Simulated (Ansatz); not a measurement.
The system is MoS2.

```
Mo S
1.0
     1.58550    0.91539    6.11500
    -1.58550    0.91539    6.11500
     0.00000   -1.83078    6.11500
Mo S
1 2
Direct
  0.00000 0.00000 0.00000
  0.25000 0.25000 0.25000
  0.75000 0.75000 0.75000
```

Measurements of this composition are mostly on another form, of space group No. 194.

- Program: Ansatz 0.2.0
- Task: relaxation of cell and atoms
- Functional: PBEsol
- Potentials or basis: Ansatz PAW
- Cutoff: 420 eV (not typed: the program's choice for these potentials)
- k mesh: 10 × 10 × 10
- Occupations: fermi-dirac, width 0.05 eV
- Spin: no spin polarisation
- Hubbard terms: Mo d U = 6 eV

At the start: volume 17.75 Å³/atom.

Problem. Where does the relaxation end?

Solution. It ends after 6 steps and the volume is 17.08 Å³/atom (-3.8 %); space group R-3m (No. 166, to 0.05 Å).

Step by step:
```tsv
step	energy change (eV)	largest force (eV/Å)	volume (Å³)
1	0.0000	0.7242	53.25
2	-0.0425	0.1846	50.17
3	-0.0473	0.0301	51.43
4	-0.0478	0.0033	51.23
5	-0.0478	0.0017	51.23
6	-0.0476	0.0017	51.23
```

Final structure:
```
CELL_PARAMETERS angstrom
1.55986 0.90058 6.07854
-1.55986 0.90058 6.07854
0.00000 -1.80117 6.07854
ATOMIC_POSITIONS crystal
Mo 0.00000 0.00000 0.00000
S 0.24556 0.24556 0.24556
S 0.75444 0.75444 0.75444
```

Caveat: the plane-wave basis is chosen anew once the cell has moved, so the energies of steps on either side of that aren't comparable; U without spin polarisation on a metal has little footing; the PAW data sets come from PBE, with cores solved anew for the run's functional, which leaves a small shift of forces and pressure.
